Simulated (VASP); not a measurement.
A run of VASP 6.6.1:

Contents of INCAR:

```
SYSTEM = CdS
ALGO = Normal
EDIFF = 1E-7
EDIFFG = -0.005
ENCUT = 520
GGA = PE
IBRION = 2
ISIF = 3
ISMEAR = 0
LASPH = .True.
LCHARG = .False.
LREAL = .False.
LWAVE = .False.
NELM = 120
NSW = 60
POTIM = 0.3
PREC = Accurate
SIGMA = 0.1
```

KPOINTS

```
k-points
0
Gamma
  7 7 4
  0 0 0
```

POSCAR

```
CdS                                     
1.0
    4.2005428256     -0.0000000000      0.0000000000
   -2.1002714128      3.6377768011      0.0000000000
    0.0000000000      0.0000000000      6.8460579466
  Cd              S             
     2     2
Direct
     0.3333333300000021    0.6666666699999979    0.9995228099183366
     0.6666666699999979    0.3333333300000021    0.4995228099183367
     0.3333333300000021    0.6666666699999979    0.3754771900816633
     0.6666666699999979    0.3333333300000021    0.8754771900816634
```

Potentials or basis: VASP PAW PBE potentials, release 64 (Cd, S).

Launch:

```bash
$ cat potpaw_PBE.64/Cd/POTCAR potpaw_PBE.64/S/POTCAR > POTCAR
$ mpirun -np 1 vasp_std > vasp.out
```

Hardware: 1 thread of Intel(R) Xeon(R) 6975P-C (Granite Rapids), on a shared host.

Question: How long does it take, and how much memory?

Answer: Wall time 57 s on 1 thread of Intel(R) Xeon(R) 6975P-C (Granite Rapids), with other jobs on the host, peak memory 0.25 GiB. Counts: scf iterations 39, k points 24, ion steps 5.
